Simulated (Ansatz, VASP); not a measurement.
# Si2W: VASP beside Ansatz

INCAR

```
PREC = Accurate
ENCUT = 520
EDIFF = 1E-6
ISMEAR = -1
SIGMA = 0.02
LREAL = False
LASPH = True
NELM = 100
ALGO = Normal
ISIF = 2
LWAVE = False
LCHARG = False
NBANDS = 43
```

File KPOINTS:

```
Automatic mesh
0
Gamma
  6 6 4
```

POSCAR

```
Si2W
1.0
    4.5794434783      0.0000000000      0.0000000000
   -2.2897217391      3.9659143874      0.0000000000
    0.0000000000      0.0000000000      6.6099580592
Si W
6 3
Direct
    0.8364194249      0.6728388498      0.5000000000
    0.1635805751      0.8364194249      0.8333333333
    0.6728388498      0.8364194249      0.1666666667
    0.1635805751      0.3271611502      0.5000000000
    0.8364194249      0.1635805751      0.8333333333
    0.3271611502      0.1635805751      0.1666666667
    0.0000000000      0.5000000000      0.1666666667
    0.5000000000      0.5000000000      0.8333333333
    0.5000000000      0.0000000000      0.5000000000
```

Input for Ansatz:

```yaml
crystal:
  lattice:
    - [4.5794434783, 0.0, 0.0]
    - [-2.2897217391, 3.9659143874, 0.0]
    - [0.0, 0.0, 6.6099580592]
  atoms:
    - { symbol: Si, position: [0.8364194249, 0.6728388498, 0.5] }
    - { symbol: Si, position: [0.1635805751, 0.8364194249, 0.8333333333] }
    - { symbol: Si, position: [0.6728388498, 0.8364194249, 0.1666666667] }
    - { symbol: Si, position: [0.1635805751, 0.3271611502, 0.5] }
    - { symbol: Si, position: [0.8364194249, 0.1635805751, 0.8333333333] }
    - { symbol: Si, position: [0.3271611502, 0.1635805751, 0.1666666667] }
    - { symbol: W, position: [0.0, 0.5, 0.1666666667] }
    - { symbol: W, position: [0.5, 0.5, 0.8333333333] }
    - { symbol: W, position: [0.5, 0.0, 0.5] }
kpoints:
  mp_grid: { grid: [6, 6, 4] }
  band_path:
    path:
      - [0.0, 0.0, 0.0]
      - [0.5, 0.0, 0.0]
      - [0.3333333333, 0.3333333333, 0.0]
      - [0.0, 0.0, 0.5]
      - [0.5, 0.0, 0.5]
      - [0.3333333333, 0.3333333333, 0.5]
    npoints: 1
hamiltonian:
  xc: lda
scf:
  occupations: { method: fermi_dirac, width: 0.02 }
  n_extra_bands: 6
output:
  forces: true
  stress: true
  eigenvalues: true
```

Alike in both runs: task single point; functional LDA; k mesh 6 × 6 × 4; occupations fermi-dirac, width 0.02 eV; no spin polarisation.

|  | VASP | Ansatz |
| --- | --- | --- |
| version | VASP 6.6.1 | Ansatz 0.2.0 |
| potentials or method | VASP PAW LDA potentials, release 64 (Si, W_sv) | plane waves, PAW |
| plane-wave cutoff (eV) | 520 | 420 |
| valence electrons in the cell | 66 | 66 |

```tsv
	VASP	Ansatz	Ansatz less VASP
pressure (GPa)	-3.7	-4.5	-0.75
largest component of the traceless stress (GPa)	0.33	0.32	-0.003
rms of the force components (eV/Å)	0.021	0.025	+0.0032
```

Atom by atom the forces differ by 0.003 eV/Å (rms over components).

The runs have no spin-orbit coupling, so splittings on W are missing.
